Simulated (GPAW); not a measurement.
# HgTe (I-4m2) in GPAW: single point with PBEsol

Aim: the single point of HgTe with PBEsol.

Program: GPAW 26.7.0. These are calculated values, not measurements. Logs are shortened: lines on timing, memory, paths and dates and some standing lists are left out, and cuts for length are marked. The log counts tension as positive stress, the text compression.

## (1) The cell of the first run

Symmetry: I-4m2, No. 119, tetragonal system. Conventional cell: a = 6.091 Å, b = 6.091 Å, c = 3.119 Å, α = 90.00°, β = 90.00°, γ = 90.00°. Hg (site symmetry -4m2) has 2 Hg at 3.12 Å and 4 Te at 3.14 Å as nearest neighbours. Te (site symmetry -4m2) is surrounded by 2 Te at 3.12 Å and 4 Hg at 3.14 Å.

Measurements of this composition are mostly on another form, of space group No. 216.

## (2) Single point, PBEsol (the cell as VASP's run set it)

run.py

```python
from ase.dft.bandgap import bandgap
from ase.io import read, write
from ase.units import GPa
from gpaw import GPAW, PW, setup_paths

setup_paths.insert(0, '.')

atoms = read('POSCAR')

calc = GPAW(mode=PW(600),
            xc='PBEsol',
            kpts={'size': (10, 10, 10), 'gamma': True},
            occupations={'name': 'methfessel-paxton', 'order': 0, 'width': 0.1},
            nbands=18,
            convergence={'density': 1e-05, 'energy': 1e-05},
            maxiter=150,
            txt='gpaw.txt')
atoms.calc = calc
energy = atoms.get_potential_energy()
forces = atoms.get_forces()
stress = atoms.get_stress()
calc.write('gs.gpw')
write('result.traj', atoms)
print(f'Energy: {energy:.6f} eV')
print('Forces (eV/A):')
print(forces.round(4))
print('Stress (GPa):', (stress / GPa).round(3))
print('Fermi level:', round(calc.get_fermi_level(), 4), 'eV')
print(f'Gap: {bandgap(calc)[0]:.4f} eV, direct: {bandgap(calc, direct=True)[0]:.4f} eV')
```

POSCAR

```
HgTe
1.0
    4.5807373700      0.0000000000      0.0000000000
   -3.5190045719      2.9325350255      0.0000000000
   -0.5308663988     -1.4662675122      4.3071330723
Hg Te
1 1
Direct
    0.7500000000      0.2500000000      0.5000000000
    0.0000000000      0.0000000000      0.0000000000
```

Potentials or basis: PAW data sets generated in the run's folder for this functional, pw.

Launch:

```sh
gpaw-setup -f PBEsol Hg Te
OMP_NUM_THREADS=1 python run.py
```

gpaw.txt:

```text
__  _  _
 | _ |_)|_||  |
 |__||  | ||/\| - 26.7.0

Input parameters:
  mode=PW(ecut=600.0),
  convergence={'density': 1e-05, 'energy': 1e-05},
  kpts=MonkhorstPack(size=(10, 10, 10), gamma=True),
  maxiter=150,
  nbands=18,
  occupations=Occupations(name='methfessel-paxton', order=0, width=0.1),
  xc=XC(name='PBEsol')

Diagonalizing LCAO Hamiltonian
Converting LCAO to pw mode

            Hg

       Te

Atoms  # Å, Bohr magnetons
|   | symbol |        x |        y |        z |    initial magnetic moments |
|---|--------|----------|----------|----------|-----------------------------|
| 0 |     Hg | 2.290369 | 0.000000 | 2.153567 | ( 0.0000,  0.0000,  0.0000) |
| 1 |     Te | 0.000000 | 0.000000 | 0.000000 | ( 0.0000,  0.0000,  0.0000) |

Unit cell  # Å
| periodic |         x |         y |        z |  lengths |     angles |
|----------|-----------|-----------|----------|----------|------------|
|      yes |  4.580737 |  0.000000 | 0.000000 | 4.580737 |  96.655021 |
|      yes | -3.519005 |  2.932535 | 0.000000 | 4.580737 |  96.655021 |
|      yes | -0.530866 | -1.466268 | 4.307133 | 4.580737 | 140.194129 |

Number of symmetries: 8
Symmetry operations  # r_c * U_cc + t_c -> r_c
|   | kind |            matrix            |
|---|------|------------------------------|
| 0 |  σ   |  1, 1, 1,  0, 0,-1,  0,-1, 0 |
| 1 |  E   |  1, 0, 0,  0, 1, 0,  0, 0, 1 |
| 2 |  C2  |  0, 1, 0,  1, 0, 0, -1,-1,-1 |
| 3 |  S4  |  0, 0, 1, -1,-1,-1,  0, 1, 0 |
| 4 |  σ   |  0, 0,-1,  1, 1, 1, -1, 0, 0 |
| 5 |  C2  |  0,-1, 0, -1, 0, 0,  0, 0,-1 |
| 6 |  C2  | -1, 0, 0,  0,-1, 0,  1, 1, 1 |
| 7 |  S4  | -1,-1,-1,  0, 0, 1,  1, 0, 0 |

BZ-sampling:
  Number of BZ points: 1000
  Number of IBZ points: 102

  Monkhorst-Pack size: [10, 10, 10]
  Monkhorst-Pack shift: [0.05, 0.05, 0.05]

K-points  # in reciprocal-cell coordinates
|     |                                coordinates |     weight |
|-----|--------------------------------------------|------------|
|   0 | (  0.00000000,   0.00000000,   0.00000000) | 0.00100000 |
|   1 | (  0.10000000,  -0.10000000,   0.00000000) | 0.00400000 |
|   2 | (  0.10000000,  -0.10000000,   0.10000000) | 0.00400000 |
|   3 | (  0.10000000,   0.00000000,   0.00000000) | 0.00800000 |
|   4 | (  0.10000000,   0.10000000,  -0.10000000) | 0.00200000 |
|   5 | (  0.20000000,  -0.20000000,   0.00000000) | 0.00400000 |
|   6 | (  0.20000000,  -0.20000000,   0.10000000) | 0.00800000 |
|   7 | (  0.20000000,  -0.20000000,   0.20000000) | 0.00400000 |
|   8 | (  0.20000000,  -0.10000000,   0.00000000) | 0.01600000 |
|   9 | (  0.20000000,  -0.10000000,   0.10000000) | 0.00800000 |
| ... |                                            |            |
| 101 | (  0.50000000,   0.50000000,   0.50000000) | 0.00100000 |

Plane wave coefficients: 1946
Cutoff: 600.0 eV

Spin-components: 1 (collinear spins)
Bands:           18
Projectors:      11
Spin-degeneracy: 2
Datatype:        complex128

Parallelization:
  kpt:    1
  domain: 1
  band:   1

Density:
  Valence electrons: 24.0
  Components: 1
  Grid points: [27 27 27]
  Charge: 0.0  # |e|

Potential:
  Grid points: [27 27 27]

species:
  Hg:
    name:    Mercury
    Z:       80.0
    valence: 18
    core:    62
    charge:  0.0  # [|e|]
    compensation charges:
      type: gauss
      rc: 0.41  # [Å]
      lmax: 2
    cutoffs:
      filter: 2.17  # [Å]
      core: 2.06  # [Å]
    projectors
    | kind |    occ | energy [eV] | rcut [Å] |
    |------|--------|-------------|----------|
    |   6s |  2.000 |      -6.832 |    1.307 |
    |   5p |  6.000 |     -66.590 |    1.291 |
    |   6p |  0.000 |      -1.002 |    1.291 |
    |   5d | 10.000 |      -9.910 |    1.302 |
    |    s |        |      20.379 |    1.307 |
    |    d |        |      17.301 |    1.302 |

    Using partial waves for Hg as LCAO basis

  Te:
    name:    Tellurium
    Z:       52.0
    valence: 6
    core:    46
    charge:  0.0  # [|e|]
    compensation charges:
      type: gauss
      rc: 0.36  # [Å]
      lmax: 2
    cutoffs:
      filter: 2.09  # [Å]
      core: 3.17  # [Å]
    projectors
    | kind |    occ | energy [eV] | rcut [Å] |
    |------|--------|-------------|----------|
    |   5s |  2.000 |     -15.132 |    1.180 |
    |   5p |  4.000 |      -5.970 |    1.196 |
    |    s |        |      12.080 |    1.180 |
    |    p |        |      21.241 |    1.196 |
    |    d |        |       0.000 |    1.238 |

    Using partial waves for Te as LCAO basis

Reference energy: -717722.197136  # eV

eigensolver:
  PPCG
  Converge bands: occupied
  niter=2

density mixing:
  MSR1-Mixer
  Pratt-step length: 0.05
  Maximum mixing coefficient: 0.75
  Old densities: 10
  SVD Regularization: 0.005
  Good broyden scale: 1.0
  Trust region scale: 1.0
  Backstep threshold: 4.0
  History deletion threshold: 6.0
  Fourier metric: weight=20.0, sigma=0.015

occupation numbers:
  Methfessel-Paxton:
    width: 0.1000  # eV
    order: 0

poisson solver:
  ecut: 4800.0  # eV

xc functional:
  name: PBEsol with 2 nearest neighbor stencil

convergence criteria:
- Maximum integral of absolute [dens]ity change: 1e-05 electrons / valence electron
- Maximum [total energy] change in last 3 cyles: 1e-05 eV / valence electron
- Maximum integral of absolute [eigenst]ate change: 4e-08 eV^2 / valence electron
maximum number of iterations: 150

SCF iterations
|iter     | |      energy | eigst |  dens |
|---------|-|-------------|-------|-------|
|iter:   1| |   -4.986391 | -0.20 |       |
|iter:   2| |   -4.947835 | -2.21 | -1.50 |
|iter:   3| |   -4.866910 | -2.32 | -1.54 |
|iter:   4| |   -4.877898 | -3.06 | -1.92 |
|iter:   5| |   -4.882703 | -3.14 | -2.28 |
|iter:   6| |   -4.882790 | -4.86 | -3.26 |
|iter:   7| |   -4.882851c| -5.03 | -3.73 |
|iter:   8| |   -4.882856c| -6.41 | -4.26 |
|iter:   9| |   -4.882857c| -6.68 | -4.72 |
|iter:  10| |   -4.882857c| -7.80c| -5.31c|

Converged in 10 steps
Energy contributions relative to reference atoms: (reference = -717722.197136)

Energy contributions:
  Kinetic:          18.168958
  Coulomb:         -14.559370
  Zero:             -2.055888
  External:          0.000000
  Xc:               -6.433610
  Entropy:          -0.005895
  Spinorbit:         0.000000
  ----------------------------
  Free energy:      -4.885804
  Extrapolated:     -4.882857

dipole moment: (6.855917, -9.584788, -18.445788)  # |e|*Ang

Fermi level: 5.916
Eigenvalues  # (at kpt = [0.000, 0.000, 0.000])
| band index |      eig [eV] | occ [0-2] |
|------------|---------------|-----------|
|          0 |       -57.343 |     2.000 |
|        ... |               |           |
|          4 |        -1.632 |     2.000 |
|          5 |        -0.933 |     2.000 |
|          6 |        -0.855 |     2.000 |
|          7 |        -0.437 |     2.000 |
|          8 |        -0.437 |     2.000 |
|          9 |         2.512 |     2.000 |
|         10 |         3.489 |     2.000 |
|         11 |         3.489 |     2.000 |
|         12 |         9.421 |     0.000 |
|         13 |        10.489 |     0.000 |
|         14 |        12.766 |     0.000 |
|         15 |        12.766 |     0.000 |
|         16 |        15.213 |     0.000 |
|         17 |        16.156 |     0.000 |

No gap
No difference between direct/indirect transitions

Forces  # eV/Ang
|       x |        y |       z |
|---------|----------|---------|
| 0.00000 | -0.00000 | 0.00000 |  # Hg   0
| 0.00000 | -0.00000 | 0.00000 |  # Te   1

Stress tensor  # eV/Ang^3
|         x |         y |         z |
|-----------|-----------|-----------|
|  0.027112 | -0.008605 | -0.000000 |
| -0.008605 |  0.006460 | -0.000000 |
| -0.000000 | -0.000000 |  0.030227 |

# Writing to gs.gpw (mode='')
```

Run time: 94 s. Hardware: 1 thread of Arm Neoverse V1, shared host; peak memory 0.24 GiB.

Results:

| Quantity | Value |
| --- | --- |
| Free energy | -4.8858 eV |
| Pressure | -3.4 GPa |
| Band gap on the k mesh | none (metal or under the smearing width) |

Caveat: the program warned that so skewed a cell can give wrong results. The run has no spin-orbit coupling, so splittings on Hg, Te are missing.
